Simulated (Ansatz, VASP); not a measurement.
## NaI in VASP and in Ansatz

```
Na I
1.0
     2.29260    1.32364    3.78511
    -2.29260    1.32364    3.78511
     0.00000   -2.64727    3.78511
Na I
1 1
Direct
  0.50000 0.50000 0.50000
  0.00000 0.00000 0.00000
```

Alike in both runs: functional PBE; k mesh 6 × 6 × 6; occupations gaussian, width 0.1 eV; no spin polarisation.

Ansatz relaxed the structure, and its values are those at the end. VASP's run is a single point on that final structure, the one shown.

|  | VASP | Ansatz |
| --- | --- | --- |
| version | VASP 6.6.1 | Ansatz 0.2.0 |
| potentials or method | VASP PAW PBE potentials, release 64 (Na_pv, I) | scalar-relativistic, plane waves, PAW |
| plane-wave cutoff (eV) | 520 | 420 |
| valence electrons in the cell | 14 | 26 |

|  | VASP | Ansatz | Ansatz less VASP |
| --- | --- | --- | --- |
| gap on the k mesh at the Fermi level (eV) | 3.58 | 3.58 | +0.003 |
| least direct gap on the mesh (eV) | 3.58 | 3.58 | +0.003 |
| pressure (GPa) | 0.2 | 0.2 | -0.01 |

The two sets of potentials don't hold the same shells in valence.

Caveats: spin-orbit coupling is left out, which moves the levels of the heavy elements.
